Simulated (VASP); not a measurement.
# Ga3Sb (I4/mmm) in VASP: density of states with PBE

Aim: the density of states of Ga3Sb with PBE.

Program: VASP 6.6.1. These are calculated values, not measurements. Logs are shortened: lines on timing, memory, paths and dates and some standing lists are left out, and cuts for length are marked.

### 1 Starting point

The structure is tetragonal, space group I4/mmm (No. 139). Conventional cell: a = 4.008 Å, b = 4.008 Å, c = 11.417 Å, α = 90.00°, β = 90.00°, γ = 90.00°. Ga (site symmetry 4mm) has 5 Ga at 2.83 to 2.86 Å and 1 Sb at 2.84 Å as nearest neighbours. Ga (site symmetry 4/mmm) is surrounded by 4 Sb at 2.83 Å and 2 Ga at 2.86 Å. Sb (site symmetry 4/mmm) has 6 Ga at 2.83 to 2.84 Å as nearest neighbours.

The cell was built by a generator and needn't be a form met in nature.

### 2 Density of states, PBE

POSCAR reads:

```
Ga3Sb
1.0
   -2.0041000000      2.0041000000      5.7086200000
    2.0041000000     -2.0041000000      5.7086200000
    2.0041000000      2.0041000000     -5.7086200000
Ga Sb
3 1
Direct
    0.2508780000      0.2508780000      0.0000000000
    0.7491220000      0.7491220000      0.0000000000
    0.0000000000      0.0000000000      0.0000000000
    0.5000000000      0.5000000000      0.0000000000
```

INCAR.step1 reads:

```
SYSTEM = Ga3Sb
ALGO = Normal
EDIFF = 1E-6
ENCUT = 520
GGA = PE
ISIF = 2
ISMEAR = 0
KPAR = 8
LASPH = .TRUE.
LCHARG = .TRUE.
LREAL = .FALSE.
LWAVE = .FALSE.
NBANDS = 30
NELM = 80
PREC = Accurate
SIGMA = 0.1
```

KPOINTS.step1 reads:

```
k-points
0
G
  12 12 12
  0 0 0
```

INCAR.step2 reads:

```
SYSTEM = Ga3Sb
ALGO = Normal
EDIFF = 1E-6
ENCUT = 520
GGA = PE
ICHARG = 11
ISIF = 2
ISMEAR = -5
KPAR = 8
LASPH = .TRUE.
LCHARG = .FALSE.
LORBIT = 11
LREAL = .FALSE.
LWAVE = .FALSE.
NBANDS = 30
NEDOS = 1001
NELM = 80
PREC = Accurate
SIGMA = 0.1
```

KPOINTS.step2 reads:

```
k-points
0
G
  18 18 18
  0 0 0
```

Potentials or basis: VASP PAW PBE potentials, release 64 (Ga_d, Sb).

On the command line:

```console
cat potpaw_PBE.64/Ga_d/POTCAR potpaw_PBE.64/Sb/POTCAR > POTCAR
cp INCAR.step1 INCAR
cp KPOINTS.step1 KPOINTS
mpirun -np 8 vasp_std > vasp.out
cp INCAR.step2 INCAR
cp KPOINTS.step2 KPOINTS
mpirun -np 8 vasp_std > vasp.out
```

OUTCAR:

```text
SYSTEM = Ga3Sb
   EDIFF = 1E-6
   ENCUT = 520
   GGA = PE
   ICHARG = 11
   ISIF = 2
   ISMEAR = -5
   LASPH = .TRUE.
   LORBIT = 11
   LREAL = .FALSE.
   NELM = 80
   PREC = Accurate

 ion  position               nearest neighbor table
   1  0.251  0.251  0.000-   2 2.83   2 2.83   2 2.83   2 2.83   4 2.84   3 2.86
   2  0.749  0.749  0.000-   1 2.83   1 2.83   1 2.83   1 2.83   4 2.84   3 2.86
   3  0.000  0.000  0.000-   4 2.83   4 2.83   4 2.83   4 2.83   2 2.86   1 2.86
   4  0.500  0.500  0.000-   3 2.83   3 2.83   3 2.83   3 2.83   2 2.84   1 2.84

  LATTYP: Found a body centered tetragonal cell.
 ALAT       =     4.0082000000
 C/A-ratio  =     2.8484706352

  Lattice vectors:

 A1 = (  -2.0041000000,   2.0041000000,   5.7086200000)
 A2 = (   2.0041000000,  -2.0041000000,   5.7086200000)
 A3 = (   2.0041000000,   2.0041000000,  -5.7086200000)

Analysis of symmetry for initial positions (statically):
=====================================================================
 Subroutine PRICEL returns:
 Original cell was already a primitive cell.

 Routine SETGRP: Setting up the symmetry group for a
 body centered tetragonal supercell.

 Subroutine GETGRP returns: Found 16 space group operations
 (whereof 16 operations were pure point group operations)
 out of a pool of 16 trial point group operations.

The static configuration has the point symmetry D_4h.

Analysis of symmetry for dynamics (positions and initial velocities):
=====================================================================
 Subroutine PRICEL returns:
 Original cell was already a primitive cell.

 Routine SETGRP: Setting up the symmetry group for a
 body centered tetragonal supercell.

 Subroutine GETGRP returns: Found 16 space group operations
 (whereof 16 operations were pure point group operations)
 out of a pool of 16 trial point group operations.

The dynamic configuration has the point symmetry D_4h.

 Subroutine INISYM returns: Found 16 space group operations
 (whereof 16 operations are pure point group operations),
 and found     1 'primitive' translations

----------------------------------------------------------------------------------------

                                     Primitive cell

  volume of cell :      91.7128

  direct lattice vectors                    reciprocal lattice vectors
    -2.004100000  2.004100000  5.708620000     0.000000000  0.249488548  0.087586842
     2.004100000 -2.004100000  5.708620000     0.249488548  0.000000000  0.087586842
     2.004100000  2.004100000 -5.708620000     0.249488548  0.249488548  0.000000000

  length of vectors
     6.373474400  6.373474400  6.373474400     0.264416321  0.264416321  0.352830089

  position of ions in fractional coordinates (direct lattice)
     0.250878000  0.250878000  0.000000000
     0.749122000  0.749122000  0.000000000
     0.000000000  0.000000000  0.000000000
     0.500000000  0.500000000  0.000000000

  ion indices of the primitive-cell ions
   primitive index   ion index
                 1           1
                 2           2
                 3           3
                 4           4

----------------------------------------------------------------------------------------

 KPOINTS: k-points

Automatic generation of k-mesh.
 Grid dimensions read from file:
 generate k-points for:   18   18   18

 Generating k-lattice:

  Cartesian coordinates                     Fractional coordinates (reciprocal lattice)
     0.000000000  0.013860475  0.004865936     0.055555556  0.000000000  0.000000000
     0.013860475  0.000000000  0.004865936     0.000000000  0.055555556  0.000000000
     0.013860475  0.013860475  0.000000000     0.000000000  0.000000000  0.055555556

  Length of vectors
     0.014689796  0.014689796  0.019601672

  Shift w.r.t. Gamma in fractional coordinates (k-lattice)
     0.000000000  0.000000000  0.000000000

 TETIRR: Found   7414 inequivalent tetrahedra from    34992

 Subroutine IBZKPT returns following result:
 ===========================================

 Found    480 irreducible k-points:

 Following reciprocal coordinates:
            Coordinates               Weight
  0.000000  0.000000  0.000000      1.000000
  0.055556  0.000000 -0.000000      8.000000
  0.111111  0.000000 -0.000000      8.000000
  0.166667  0.000000  0.000000      8.000000
  0.222222 -0.000000  0.000000      8.000000
  0.277778  0.000000 -0.000000      8.000000
[... 16 lines left out ...]
 -0.277778  0.055556  0.000000     16.000000
 -0.222222  0.055556  0.000000     16.000000
 [... further k-points ...]
   k-points           NKPTS =    480   k-points in BZ     NKDIM =    480   number of bands    NBANDS=     30
   number of dos      NEDOS =   1001   number of ions     NIONS =      4
   total plane-waves  NPLWV = 110592
   dimension x,y,z NGX =    48 NGY =   48 NGZ =   48
   dimension x,y,z NGXF=    96 NGYF=   96 NGZF=   96
   ions per type =               3   1
   NGX,Y,Z   is equivalent  to a cutoff of  12.52, 12.52, 12.52 a.u.
   NGXF,Y,Z  is equivalent  to a cutoff of  25.04, 25.04, 25.04 a.u.
 SYSTEM =  Ga3Sb
   PREC   = accura    normal or accurate (medium, high low for compatibility)
   ISTART =      0    job   : 0-new  1-cont  2-samecut
   ICHARG =     11    charge: 1-file 2-atom 10-const
   ISPIN  =      1    spin polarized calculation?
   LNONCOLLINEAR =      F non collinear calculations
   LSORBIT =      F    spin-orbit coupling
   LASPH  =      T    aspherical Exc in radial PAW
   ENCUT  =  520.0 eV  38.22 Ry    6.18 a.u.  11.85 11.85 11.85*2*pi/ulx,y,z
   NELM   =     80;   NELMIN=  2; NELMDL=  0     # of ELM steps
   EDIFF  = 0.1E-05   stopping-criterion for ELM
   LREAL  =      F    real-space projection
   EDIFFG = 0.1E-04   stopping-criterion for IOM
   NSW    =      0    number of steps for IOM
   IBRION =     -1    ionic relax: 0-MD 1-quasi-New 2-CG
   NFREE  =      0    steps in history (QN), initial steepest desc. (CG)
   ISIF   =      2    stress and relaxation
   ISYM   =      2    0-nonsym 1-usesym 2-fastsym
   POTIM  = 0.5000    time-step for ionic-motion
   TEBEG  =    0.0;   TEEND  =   0.0 temperature during run
   PSTRESS=    0.0 pullay stress
   NELECT =      44.0000    total number of electrons
   NUPDOWN=      -1.0000    fix difference up-down
   EMIN   =  10.00;   EMAX   =-10.00  energy-range for DOS
   EFERMI =   0.00;   METHOD = LEGACY
   ISMEAR =    -5;   SIGMA  =   0.10  broadening in eV -4-tet -1-fermi 0-gaus
   EFERMI_NEDOS =   21; number of points for ismear=-14 and -15
   IALGO  =     38    algorithm
   IMIX   =      4    mixing-type and parameters
     AMIX     =   0.40;   BMIX     =  1.00
     AMIX_MAG =   1.60;   BMIX_MAG =  1.00
  volume/ion in A,a.u.               =      22.93       154.73
  Fermi-wavevector in a.u.,A,eV,Ry     =   1.281590  2.421854 22.347199  1.642473
  Thomas-Fermi vector in A             =   2.413951
   LORBIT       =     11    0 simple, 1 ext, 2 COOP (PROOUT), +10 PAW based schemes
   GGA     = PE    functional components
   LHFCALC =     F    Hartree Fock is set to
   AEXX    =    0.0000 exact exchange contribution
   IVDW    =     0    specifies the selected vdW correction
   LEPSILON=     F    determine dielectric tensor
   LRPA    =     F    only Hartree local field effects (RPA)
 non-spin polarized calculation
 Fermi weights with tetrahedron method with Bloechl corrections
  energy-cutoff  :      520.00
  volume of cell :       91.71
 maximum number of plane-waves:      2510

 number of electron      44.0000014 magnetization

 Free energy of the ion-electron system (eV)
  ---------------------------------------------------
  ext. energy  EPLUGINS =         0.00000000
  ---------------------------------------------------
  free energy    TOTEN  =       -12.60070148 eV

  energy without entropy =      -12.60070148  energy(sigma->0) =      -12.60070148

 E-fermi :   5.4268     XC(G=0): -10.2125

 val. band max:        5.5173127873   @ k =  -0.1667   0.3889   0.1667
 cond. band min:       5.3434870613   @ k =  -0.3889   0.1667   0.0000
 fundamental gap:     -0.1738257261
 Fermi energy:         5.4268127949

 k-point     1 :       0.0000    0.0000    0.0000
  band No.  band energies     occupation
      1      -9.6440      2.00000
      2      -9.6207      2.00000
      3      -9.5377      2.00000
      4      -9.4850      2.00000
      5      -9.4850      2.00000
      6      -9.4845      2.00000
[... 22 lines left out ...]
     29      12.4915      0.00000
     30      12.8110      0.00000

 k-point     2 :       0.0556    0.0000   -0.0000
  band No.  band energies     occupation
      1      -9.6409      2.00000
      2      -9.6199      2.00000
      3      -9.5354      2.00000
      4      -9.4860      2.00000
      5      -9.4857      2.00000
      6      -9.4839      2.00000
[... 22 lines left out ...]
     29      12.2848      0.00000
     30      12.6280      0.00000

 k-point     3 :       0.1111    0.0000   -0.0000
  band No.  band energies     occupation
      1      -9.6316      2.00000
      2      -9.6175      2.00000
      3      -9.5285      2.00000
      4      -9.4886      2.00000
      5      -9.4880      2.00000
      6      -9.4857      2.00000
[... 22 lines left out ...]
     29      11.7944      0.00000
     30      12.3609      0.00000

 k-point     4 :       0.1667    0.0000    0.0000
  band No.  band energies     occupation
      1      -9.6163      2.00000
      2      -9.6138      2.00000
      3      -9.5175      2.00000
      4      -9.4920      2.00000
      5      -9.4917      2.00000
      6      -9.4876      2.00000
[... 616 lines left out ...]
     29      11.6411      0.00000
     30      12.2732      0.00000

 k-point    23 :      -0.2778    0.0556    0.0000
  band No.  band energies     occupation
      1      -9.6067      2.00000
      2      -9.5674      2.00000
      3      -9.5019      2.00000
      4      -9.4996      2.00000
      5      -9.4908      2.00000
      6      -9.4816      2.00000
[... 22 lines left out ...]
     29      11.7491      0.00000
     30      12.3205      0.00000

 k-point    24 :      -0.2222    0.0556    0.0000
  band No.  band energies     occupation
      1      -9.6125      2.00000
      2      -9.5911      2.00000
      3      -9.5018      2.00000
      4      -9.4971      2.00000
      5      -9.4933      2.00000
      6      -9.4889      2.00000
[... 22 lines left out ...]
     29      12.1773      0.00000
     30      12.4825      0.00000

 [... further k-points ...]
[... 5 lines left out ...]
  --------------------------------------------------------------------------------------
  -------------------------------------------------------------------------------------
  Total       -0.0030608     -0.0030608     -0.0725110      0.0000000      0.0000000      0.0000000
  in kB       -0.0534708     -0.0534708     -1.2667315      0.0000000      0.0000000      0.0000000
  external PRESSURE =      -0.4578910 kB  Pullay stress =       0.0000000 kB

 VOLUME and BASIS-vectors are now :
 -----------------------------------------------------------------------------
  energy-cutoff  :      520.00
  volume of cell :       91.71
      direct lattice vectors                 reciprocal lattice vectors
    -2.004100000  2.004100000  5.708620000     0.000000000  0.249488548  0.087586842
     2.004100000 -2.004100000  5.708620000     0.249488548  0.000000000  0.087586842
     2.004100000  2.004100000 -5.708620000     0.249488548  0.249488548  0.000000000

 POSITION                                       TOTAL-FORCE (eV/Angst)
 -----------------------------------------------------------------------------------
      0.00000      0.00000      2.86433         0.000000      0.000000      0.008061
      0.00000      0.00000      8.55291         0.000000      0.000000     -0.008061
      0.00000      0.00000      0.00000        -0.000000     -0.000000     -0.000000
      0.00000      0.00000      5.70862        -0.000000     -0.000000     -0.000000
 -----------------------------------------------------------------------------------
    total drift:                               -0.000000      0.000000      0.000000

  FREE ENERGIE OF THE ION-ELECTRON SYSTEM (eV)
  ---------------------------------------------------
  free  energy   TOTEN  =       -12.6007014801 eV

  energy  without entropy=      -12.6007014801  energy(sigma->0) =      -12.60070148

 total charge

# of ion       s       p       d       tot
------------------------------------------
    1        1.024   0.541   9.941  11.506
    2        1.024   0.541   9.941  11.506
    3        1.001   0.586   9.956  11.543
    4        1.176   1.223   0.037   2.435
--------------------------------------------------
tot          4.224   2.890  29.876  36.990
```

Wall time 3.3 min (8 MPI ranks of Intel Xeon Platinum 8559C (Emerald Rapids), shared host); peak memory 1.2 GiB.

What came out:

```
Valence electrons inside the program's atomic spheres : Ga 11.51, 11.54; Sb 2.44
```

States per cell in windows of 1 eV (zero at the Fermi level; states under -8 eV left out):
```csv
from (eV),total,Sb4_p,Ga3_p,Ga1_p,Ga2_p,Ga3_s,Ga1_s
-8.0,1.15,0.05,0.01,0.01,0.01,0.13,0.16
-7.0,1.33,0.06,0.01,0.02,0.02,0.23,0.16
-6.0,1.23,0.07,0.02,0.02,0.02,0.19,0.17
-5.0,1.32,0.12,0.05,0.04,0.04,0.10,0.15
-4.0,1.25,0.14,0.08,0.04,0.04,0.07,0.10
-3.0,1.54,0.20,0.12,0.08,0.08,0.05,0.07
-2.0,2.20,0.33,0.16,0.16,0.16,0.05,0.06
-1.0,1.70,0.24,0.10,0.15,0.15,0.06,0.04
0.0,2.02,0.17,0.17,0.21,0.21,0.07,0.04
1.0,1.92,0.19,0.15,0.21,0.21,0.08,0.05
2.0,1.67,0.12,0.19,0.17,0.17,0.04,0.05
3.0,1.67,0.11,0.18,0.15,0.15,0.05,0.06
4.0,2.14,0.12,0.19,0.17,0.17,0.05,0.06
5.0,2.47,0.16,0.19,0.19,0.19,0.05,0.06
6.0,2.44,0.16,0.21,0.20,0.20,0.05,0.04
7.0,1.13,0.08,0.12,0.09,0.09,0.02,0.02
```

Caveat: tetrahedron occupations give inexact forces and stress in metals. The run has no spin-orbit coupling, so splittings on Sb are missing.
